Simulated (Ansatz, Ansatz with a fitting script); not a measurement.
# BN (Qingsongite): converging an RPA energy, part 2 of 4

Aim: see which settings move the RPA energy of BN (Qingsongite), and what they cost.

Ansatz 0.2.0; EXX+RPA on LDA, plane waves, norm-conserving pseudopotentials.

So far. Step 7 (Response cutoff, 5×5×5 mesh, cutoffs to 240 eV, 104 …): Extrapolated from these cutoffs, the correlation energy is -7.02 eV per atom (fit error 0.01); such a limit moves with the range of cutoffs. Step 8 (Bands, 5×5×5 mesh, cutoffs to 160 eV, 12 empty bands): Extrapolated from these cutoffs, the correlation energy is -6.83 eV per atom (fit error 0.03); such a limit moves with the range of cutoffs.

### 9. Bands, 5×5×5 mesh, cutoffs to 160 eV, 12 empty bands, volume +5 %

input.yaml

```yaml
crystal:
  lattice:
    - [0.0, 1.8371364149, 1.8371364149]
    - [1.8371364149, 0.0, 1.8371364149]
    - [1.8371364149, 1.8371364149, 0.0]
  atoms:
    - { symbol: B, position: [0.0, 0.0, 0.0] }
    - { symbol: "N", position: [0.75, 0.75, 0.75] }
kpoints:
  mp_grid: { grid: [5, 5, 5] }
hamiltonian:
  xc: lda
  pseudopotentials: { kind: nc, xc_functional: pbe }
scf:
  occupations: { method: fixed }
  lower_state_search: "off"
  convergence: { dr2_threshold: 1.0e-09 }
output:
  rpa_energy:
    ecut_chi_ladder: [96, 112, 128, 144, 160]
    long_wavelength: optical_limit
    n_empty_bands: 12
basis:
  ecutwfc: 1240.0
  xc_grid: 3
```

Started as:

```bash
> ansatz run input.yaml --threads 4 --pin off --max-ram 18432MiB --backend cpu --events-out ev --progress --plain --runs-dir out
```

The program printed:

```text
[...]
Crystal: 2 atoms, lattice volume = 12.401 Å³
Basis set: ecut = 1240 eV, 1243 PW (Γ), exchange–correlation on 90×90×90 points (27 copies of the dense FFT grid, shifted against one another)
Bands: 8, of which v1, the nominal top of the filled ones, is band 4 counted from 1 (3 counted from 0)
Symmetry: 24 space group operations
[...]
k-points: 10 of 125 (time reversal used)
[...]
( 0.0000,  0.2000, -0.2000)    0.96735     0.161103           0.153707   0.089728
    ( 0.0000,  0.2000,  0.4000)    1.13432     0.207870           0.196696   0.120380
    ( 0.0000,  0.0000,  0.4000)    1.18476     0.216433           0.203832   0.128587
    ( 0.0000,  0.4000,  0.4000)    1.36804     0.276873           0.257746   0.168694
  core–valence xc dropped  : E_EXX =      -336.641164 eV   E_EXX+RPA =      -350.361301 eV
  core–valence xc semilocal: E_EXX =      -367.976444 eV   E_EXX+RPA =      -381.696581 eV
[key lines of the parts left out:]
SCF converged after 8 iterations
Free energy (F): -376.610355 eV
Fermi energy:    10.322700 eV
```

It took 2.4 s on 4 threads of Arm Neoverse V1, shared host; peak memory 0.29 GiB; 7.7 s of CPU time.

Numbers from this step:

```
exact exchange energy  : -90.9275 eV
RPA correlation energy : -13.72 eV
```

Extrapolated from these cutoffs, the correlation energy is -6.86 eV per atom (fit error 0.03); such a limit moves with the range of cutoffs.

### 10. Bands, 5×5×5 mesh, cutoffs to 160 eV, 16 empty bands

input.yaml, the sections that differ from step 9:

```yaml
crystal:
  lattice:
    - [0.0, 1.8075, 1.8075]
    - [1.8075, 0.0, 1.8075]
    - [1.8075, 1.8075, 0.0]
  atoms:
    - { symbol: B, position: [0.0, 0.0, 0.0] }
    - { symbol: "N", position: [0.75, 0.75, 0.75] }
output:
  rpa_energy:
    ecut_chi_ladder: [96, 112, 128, 144, 160]
    long_wavelength: optical_limit
    n_empty_bands: 16
# kpoints, hamiltonian, scf, basis: as in step 9
```

The program printed:

```text
[...]
Crystal: 2 atoms, lattice volume = 11.810 Å³
Basis set: ecut = 1240 eV, 1211 PW (Γ), exchange–correlation on 90×90×90 points (27 copies of the dense FFT grid, shifted against one another)
Bands: 8, of which v1, the nominal top of the filled ones, is band 4 counted from 1 (3 counted from 0)
Symmetry: 24 space group operations
[...]
k-points: 10 of 125 (time reversal used)
[...]
( 0.0000,  0.2000, -0.2000)    0.98321     0.161779           0.157349   0.090562
    ( 0.0000,  0.2000,  0.4000)    1.15292     0.208730           0.202221   0.121517
    ( 0.0000,  0.0000,  0.4000)    1.20418     0.217411           0.210448   0.129798
    ( 0.0000,  0.4000,  0.4000)    1.39047     0.277980           0.267051   0.170247
  core–valence xc dropped  : E_EXX =      -336.641748 eV   E_EXX+RPA =      -350.279837 eV
  core–valence xc semilocal: E_EXX =      -368.053834 eV   E_EXX+RPA =      -381.691923 eV
[key lines of the parts left out:]
SCF converged after 8 iterations
Free energy (F): -376.657090 eV
Fermi energy:    11.092140 eV
```

The job ended after 2.4 s (4 threads; peak memory 0.29 GiB; 7.7 s of CPU time).

Numbers from this step:

```
exact exchange energy  : -91.9228 eV
RPA correlation energy : -13.64 eV
```

Extrapolated from these cutoffs, the correlation energy is -6.82 eV per atom (fit error 0.03); such a limit moves with the range of cutoffs.

### 11. Bands, 5×5×5 mesh, cutoffs to 160 eV, 17 empty bands, volume +5 %

input.yaml, the sections that differ from step 10:

```yaml
crystal:
  lattice:
    - [0.0, 1.8371364149, 1.8371364149]
    - [1.8371364149, 0.0, 1.8371364149]
    - [1.8371364149, 1.8371364149, 0.0]
  atoms:
    - { symbol: B, position: [0.0, 0.0, 0.0] }
    - { symbol: "N", position: [0.75, 0.75, 0.75] }
output:
  rpa_energy:
    ecut_chi_ladder: [96, 112, 128, 144, 160]
    long_wavelength: optical_limit
    n_empty_bands: 17
# kpoints, hamiltonian, scf, basis: as in step 10
```

The program printed:

```text
[...]
Crystal: 2 atoms, lattice volume = 12.401 Å³
Basis set: ecut = 1240 eV, 1243 PW (Γ), exchange–correlation on 90×90×90 points (27 copies of the dense FFT grid, shifted against one another)
Bands: 8, of which v1, the nominal top of the filled ones, is band 4 counted from 1 (3 counted from 0)
Symmetry: 24 space group operations
[...]
k-points: 10 of 125 (time reversal used)
[...]
( 0.0000,  0.2000, -0.2000)    0.96735     0.161103           0.156958   0.089755
    ( 0.0000,  0.2000,  0.4000)    1.13432     0.207870           0.201828   0.120420
    ( 0.0000,  0.0000,  0.4000)    1.18476     0.216433           0.209972   0.128627
    ( 0.0000,  0.4000,  0.4000)    1.36804     0.276873           0.266918   0.168764
  core–valence xc dropped  : E_EXX =      -336.641164 eV   E_EXX+RPA =      -350.322604 eV
  core–valence xc semilocal: E_EXX =      -367.976444 eV   E_EXX+RPA =      -381.657885 eV
[key lines of the parts left out:]
SCF converged after 8 iterations
Free energy (F): -376.610355 eV
Fermi energy:    10.322700 eV
```

Run time: 2.5 s. Hardware: 4 threads; peak memory 0.29 GiB; 8.2 s of CPU time.

Numbers from this step:

* exact exchange energy: -90.9275 eV
* RPA correlation energy: -13.68 eV

Extrapolated from these cutoffs, the correlation energy is -6.84 eV per atom (fit error 0.03); such a limit moves with the range of cutoffs.

### 12. k mesh, 3×3×3 mesh, cutoffs to 160 eV, 54 empty bands

input.yaml, the sections that differ from step 11:

```yaml
crystal:
  lattice:
    - [0.0, 1.8075, 1.8075]
    - [1.8075, 0.0, 1.8075]
    - [1.8075, 1.8075, 0.0]
  atoms:
    - { symbol: B, position: [0.0, 0.0, 0.0] }
    - { symbol: "N", position: [0.75, 0.75, 0.75] }
kpoints:
  mp_grid: { grid: [3, 3, 3] }
output:
  rpa_energy:
    ecut_chi_ladder: [96, 112, 128, 144, 160]
    long_wavelength: optical_limit
    n_empty_bands: 54
# hamiltonian, scf, basis: as in step 11
```

The program printed:

```text
[...]
Crystal: 2 atoms, lattice volume = 11.810 Å³
Basis set: ecut = 1240 eV, 1211 PW (Γ), exchange–correlation on 90×90×90 points (27 copies of the dense FFT grid, shifted against one another)
Bands: 8, of which v1, the nominal top of the filled ones, is band 4 counted from 1 (3 counted from 0)
Symmetry: 24 space group operations
[...]
k-points: 4 of 27 (time reversal used)
[...]
E_c(E_cut→∞)            =       -13.695090 ± 0.065134 eV  (E_cut^-3/2 fit over 5 rungs)
[...]
( 0.0000,  0.0000,  0.3333)    1.00349     0.162522           0.161820   0.092961
    ( 0.0000,  0.3333,  0.3333)    1.15872     0.210186           0.209233   0.122698
    ( 0.0000,  0.3333, -0.3333)    1.63868     0.342350           0.340241   0.223919
  core–valence xc dropped  : E_EXX =      -336.294676 eV   E_EXX+RPA =      -349.989766 eV
  core–valence xc semilocal: E_EXX =      -367.736012 eV   E_EXX+RPA =      -381.431102 eV
[key lines of the parts left out:]
SCF converged after 8 iterations
Free energy (F): -376.284253 eV
Fermi energy:    11.215471 eV
```

Wall time 0.85 s (4 threads); peak memory 0.28 GiB; 2.5 s of CPU time.

This step gave:

```yaml
exact_exchange_energy: -92.1826 eV
rpa_correlation_energy: -13.70 eV
```

Extrapolated from these cutoffs, the correlation energy is -6.85 eV per atom (fit error 0.03); such a limit moves with the range of cutoffs.

### 13. k mesh, 3×3×3 mesh, cutoffs to 160 eV, 56 empty bands, volume +5 %

input.yaml, the sections that differ from step 12:

```yaml
crystal:
  lattice:
    - [0.0, 1.8371364149, 1.8371364149]
    - [1.8371364149, 0.0, 1.8371364149]
    - [1.8371364149, 1.8371364149, 0.0]
  atoms:
    - { symbol: B, position: [0.0, 0.0, 0.0] }
    - { symbol: "N", position: [0.75, 0.75, 0.75] }
output:
  rpa_energy:
    ecut_chi_ladder: [96, 112, 128, 144, 160]
    long_wavelength: optical_limit
    n_empty_bands: 56
# kpoints, hamiltonian, scf, basis: as in step 12
```

The program printed:

```text
[...]
Crystal: 2 atoms, lattice volume = 12.401 Å³
Basis set: ecut = 1240 eV, 1243 PW (Γ), exchange–correlation on 90×90×90 points (27 copies of the dense FFT grid, shifted against one another)
Bands: 8, of which v1, the nominal top of the filled ones, is band 4 counted from 1 (3 counted from 0)
Symmetry: 24 space group operations
[...]
k-points: 4 of 27 (time reversal used)
[...]
E_c(E_cut→∞)            =       -13.740067 ± 0.058354 eV  (E_cut^-3/2 fit over 5 rungs)
[...]
( 0.0000,  0.0000,  0.3333)    0.98730     0.161762           0.161087   0.092116
    ( 0.0000,  0.3333,  0.3333)    1.14003     0.209292           0.208376   0.121608
    ( 0.0000,  0.3333, -0.3333)    1.61225     0.340920           0.338875   0.221993
  core–valence xc dropped  : E_EXX =      -336.307848 eV   E_EXX+RPA =      -350.047915 eV
  core–valence xc semilocal: E_EXX =      -367.671492 eV   E_EXX+RPA =      -381.411559 eV
[key lines of the parts left out:]
SCF converged after 8 iterations
Free energy (F): -376.248798 eV
Fermi energy:    10.444944 eV
```

Run time: 0.89 s. Hardware: 4 threads; peak memory 0.29 GiB; 2.7 s of CPU time.

This step gave:

```yaml
exact_exchange_energy: -91.1877 eV
rpa_correlation_energy: -13.74 eV
```

Extrapolated from these cutoffs, the correlation energy is -6.87 eV per atom (fit error 0.03); such a limit moves with the range of cutoffs.

### 14. k mesh, 6×6×6 mesh, cutoffs to 160 eV, 54 empty bands

input.yaml, the sections that differ from step 13:

```yaml
crystal:
  lattice:
    - [0.0, 1.8075, 1.8075]
    - [1.8075, 0.0, 1.8075]
    - [1.8075, 1.8075, 0.0]
  atoms:
    - { symbol: B, position: [0.0, 0.0, 0.0] }
    - { symbol: "N", position: [0.75, 0.75, 0.75] }
kpoints:
  mp_grid: { grid: [6, 6, 6] }
output:
  rpa_energy:
    ecut_chi_ladder: [96, 112, 128, 144, 160]
    long_wavelength: optical_limit
    n_empty_bands: 54
# hamiltonian, scf, basis: as in step 13
```

The program printed:

```text
[...]
Crystal: 2 atoms, lattice volume = 11.810 Å³
Basis set: ecut = 1240 eV, 1211 PW (Γ), exchange–correlation on 90×90×90 points (27 copies of the dense FFT grid, shifted against one another)
Bands: 8, of which v1, the nominal top of the filled ones, is band 4 counted from 1 (3 counted from 0)
Symmetry: 24 space group operations
[...]
k-points: 16 of 216 (time reversal used)
[...]
( 0.0000,  0.1667, -0.1667)    0.81934     0.119788           0.119334   0.064318
    ( 0.0000,  0.1667,  0.3333)    0.96076     0.156681           0.156049   0.086935
    ( 0.0000,  0.0000,  0.3333)    1.00349     0.164511           0.163814   0.093396
    ( 0.0000,  0.3333,  0.3333)    1.15872     0.212645           0.211706   0.123221
  core–valence xc dropped  : E_EXX =      -336.650522 eV   E_EXX+RPA =      -350.263933 eV
  core–valence xc semilocal: E_EXX =      -368.060942 eV   E_EXX+RPA =      -381.674353 eV
[key lines of the parts left out:]
SCF converged after 8 iterations
Free energy (F): -376.670678 eV
Fermi energy:    11.084702 eV
```

The job ended after 7.6 s (4 threads; peak memory 0.31 GiB).

Numbers from this step:

```yaml
exact_exchange_energy: -91.9039 eV
rpa_correlation_energy: -13.61 eV
```

Extrapolated from these cutoffs, the correlation energy is -6.81 eV per atom (fit error 0.03); such a limit moves with the range of cutoffs.

### 15. k mesh, 6×6×6 mesh, cutoffs to 160 eV, 56 empty bands, volume +5 %

input.yaml, the sections that differ from step 14:

```yaml
crystal:
  lattice:
    - [0.0, 1.8371364149, 1.8371364149]
    - [1.8371364149, 0.0, 1.8371364149]
    - [1.8371364149, 1.8371364149, 0.0]
  atoms:
    - { symbol: B, position: [0.0, 0.0, 0.0] }
    - { symbol: "N", position: [0.75, 0.75, 0.75] }
output:
  rpa_energy:
    ecut_chi_ladder: [96, 112, 128, 144, 160]
    long_wavelength: optical_limit
    n_empty_bands: 56
# kpoints, hamiltonian, scf, basis: as in step 14
```

The program printed:

```text
[...]
Crystal: 2 atoms, lattice volume = 12.401 Å³
Basis set: ecut = 1240 eV, 1243 PW (Γ), exchange–correlation on 90×90×90 points (27 copies of the dense FFT grid, shifted against one another)
Bands: 8, of which v1, the nominal top of the filled ones, is band 4 counted from 1 (3 counted from 0)
Symmetry: 24 space group operations
[...]
k-points: 16 of 216 (time reversal used)
[...]
( 0.0000,  0.1667, -0.1667)    0.80612     0.119288           0.118848   0.063738
    ( 0.0000,  0.1667,  0.3333)    0.94526     0.156034           0.155421   0.086139
    ( 0.0000,  0.0000,  0.3333)    0.98730     0.163782           0.163106   0.092552
    ( 0.0000,  0.3333,  0.3333)    1.14003     0.211794           0.210884   0.122135
  core–valence xc dropped  : E_EXX =      -336.649429 eV   E_EXX+RPA =      -350.303328 eV
  core–valence xc semilocal: E_EXX =      -367.983098 eV   E_EXX+RPA =      -381.636997 eV
[key lines of the parts left out:]
SCF converged after 8 iterations
Free energy (F): -376.623533 eV
Fermi energy:    10.315320 eV
```

Run time: 8 s. Hardware: 4 threads; peak memory 0.32 GiB.

This step gave:

- exact exchange energy: -90.9087 eV
- RPA correlation energy: -13.65 eV

Extrapolated from these cutoffs, the correlation energy is -6.83 eV per atom (fit error 0.03); such a limit moves with the range of cutoffs.

### 16. Long-wave term, 5×5×5 mesh, cutoffs to 160 eV, 54 empty bands

input.yaml, the sections that differ from step 15:

```yaml
crystal:
  lattice:
    - [0.0, 1.8075, 1.8075]
    - [1.8075, 0.0, 1.8075]
    - [1.8075, 1.8075, 0.0]
  atoms:
    - { symbol: B, position: [0.0, 0.0, 0.0] }
    - { symbol: "N", position: [0.75, 0.75, 0.75] }
kpoints:
  mp_grid: { grid: [5, 5, 5] }
output:
  rpa_energy:
    ecut_chi_ladder: [96, 112, 128, 144, 160]
    long_wavelength: neglected
    n_empty_bands: 54
# hamiltonian, scf, basis: as in step 15
```

The program printed:

```text
[...]
Crystal: 2 atoms, lattice volume = 11.810 Å³
Basis set: ecut = 1240 eV, 1211 PW (Γ), exchange–correlation on 90×90×90 points (27 copies of the dense FFT grid, shifted against one another)
Bands: 8, of which v1, the nominal top of the filled ones, is band 4 counted from 1 (3 counted from 0)
Symmetry: 24 space group operations
[...]
k-points: 10 of 125 (time reversal used)
[...]
( 0.0000,  0.4000,  0.4000)    1.39047     0.277980           0.276572   0.170299
  core–valence xc dropped  : E_EXX =      -336.746415 eV   E_EXX+RPA =      -350.299667 eV
  core–valence xc semilocal: E_EXX =      -368.158501 eV   E_EXX+RPA =      -381.711753 eV
  What `neglected` leaves out at Γ, estimated from the transfers near it (neglected_term; without a bound, in no energy above): E_x +0.102491 eV, E_c -0.037938 eV
    E_EXX+RPA with both: -350.235113 eV (core–valence xc dropped), -381.647199 eV (semilocal)
[key lines of the parts left out:]
SCF converged after 8 iterations
Free energy (F): -376.657090 eV
Fermi energy:    11.092140 eV
```

It took 3.4 s on 4 threads; peak memory 0.29 GiB; 11 s of CPU time.

This step gave:

```
exact exchange energy  : -92.0274 eV
RPA correlation energy : -13.55 eV
```

Extrapolated from these cutoffs, the correlation energy is -6.78 eV per atom (fit error 0.03); such a limit moves with the range of cutoffs.

### 17. Long-wave term, 5×5×5 mesh, cutoffs to 160 eV, 56 empty bands, volume +5 %

input.yaml, the sections that differ from step 16:

```yaml
crystal:
  lattice:
    - [0.0, 1.8371364149, 1.8371364149]
    - [1.8371364149, 0.0, 1.8371364149]
    - [1.8371364149, 1.8371364149, 0.0]
  atoms:
    - { symbol: B, position: [0.0, 0.0, 0.0] }
    - { symbol: "N", position: [0.75, 0.75, 0.75] }
output:
  rpa_energy:
    ecut_chi_ladder: [96, 112, 128, 144, 160]
    long_wavelength: neglected
    n_empty_bands: 56
# kpoints, hamiltonian, scf, basis: as in step 16
```

The program printed:

```text
[...]
Crystal: 2 atoms, lattice volume = 12.401 Å³
Basis set: ecut = 1240 eV, 1243 PW (Γ), exchange–correlation on 90×90×90 points (27 copies of the dense FFT grid, shifted against one another)
Bands: 8, of which v1, the nominal top of the filled ones, is band 4 counted from 1 (3 counted from 0)
Symmetry: 24 space group operations
[...]
k-points: 10 of 125 (time reversal used)
[...]
( 0.0000,  0.2000, -0.2000)    0.96735     0.161103           0.160456   0.089777
    ( 0.0000,  0.2000,  0.4000)    1.13432     0.207870           0.206963   0.120451
    ( 0.0000,  0.0000,  0.4000)    1.18476     0.216433           0.215430   0.128656
    ( 0.0000,  0.4000,  0.4000)    1.36804     0.276873           0.275516   0.168808
  core–valence xc dropped  : E_EXX =      -336.743720 eV   E_EXX+RPA =      -350.345381 eV
  core–valence xc semilocal: E_EXX =      -368.079000 eV   E_EXX+RPA =      -381.680661 eV
[...]
[key lines of the parts left out:]
SCF converged after 8 iterations
Free energy (F): -376.610355 eV
Fermi energy:    10.322700 eV
```

Elapsed: 3.6 s, on 4 threads; peak memory 0.3 GiB; 12 s of CPU time.

Numbers from this step:

```
exact exchange energy  : -91.0300 eV
RPA correlation energy : -13.60 eV
```

Extrapolated from these cutoffs, the correlation energy is -6.80 eV per atom (fit error 0.03); such a limit moves with the range of cutoffs.

### 18. Response cutoff, 5×5×5 mesh, cutoffs to 340 eV, 168 empty bands

input.yaml, the sections that differ from step 17:

```yaml
crystal:
  lattice:
    - [0.0, 1.8075, 1.8075]
    - [1.8075, 0.0, 1.8075]
    - [1.8075, 1.8075, 0.0]
  atoms:
    - { symbol: B, position: [0.0, 0.0, 0.0] }
    - { symbol: "N", position: [0.75, 0.75, 0.75] }
output:
  rpa_energy:
    ecut_chi_ladder: [204, 238, 272, 306, 340]
    long_wavelength: optical_limit
    n_empty_bands: 168
# kpoints, hamiltonian, scf, basis: as in step 17
```

The program printed:

```text
[...]
Crystal: 2 atoms, lattice volume = 11.810 Å³
Basis set: ecut = 1240 eV, 1211 PW (Γ), exchange–correlation on 90×90×90 points (27 copies of the dense FFT grid, shifted against one another)
Bands: 8, of which v1, the nominal top of the filled ones, is band 4 counted from 1 (3 counted from 0)
Symmetry: 24 space group operations
[...]
k-points: 10 of 125 (time reversal used)
[...]
( 0.0000,  0.2000, -0.2000)    0.98321     0.161779           0.161664   0.090497
    ( 0.0000,  0.2000,  0.4000)    1.15292     0.208730           0.208569   0.121431
    ( 0.0000,  0.0000,  0.4000)    1.20418     0.217411           0.217237   0.129726
    ( 0.0000,  0.4000,  0.4000)    1.39047     0.277980           0.277741   0.170170
  core–valence xc dropped  : E_EXX =      -336.641748 eV   E_EXX+RPA =      -350.759405 eV
  core–valence xc semilocal: E_EXX =      -368.053834 eV   E_EXX+RPA =      -382.171491 eV
[key lines of the parts left out:]
SCF converged after 8 iterations
Free energy (F): -376.657090 eV
Fermi energy:    11.092140 eV
```

The job ended after 15 s (4 threads; peak memory 0.58 GiB).

Numbers from this step:

```yaml
exact_exchange_energy: -91.9228 eV
rpa_correlation_energy: -14.12 eV
```

Extrapolated from these cutoffs, the correlation energy is -7.06 eV per atom (fit error 0.00); such a limit moves with the range of cutoffs.

[end of part 2 of 4]

[Paths, hosts, dates, memory and timing lines, banners, echoed tables and standing remarks are left out of the program output.]

[Logs are printed without paths, hosts, clocks, repeated set-up lines and the standing remarks that a program may print on its own settings, such as how far it seeks lower states.]

[Runs of the session that timed out or met a known fault of the program may be left out.]

[Hosts, paths, dates, database ids (printed as entryN), source tags and the programs' standing remarks are cut or masked in the printed files.]
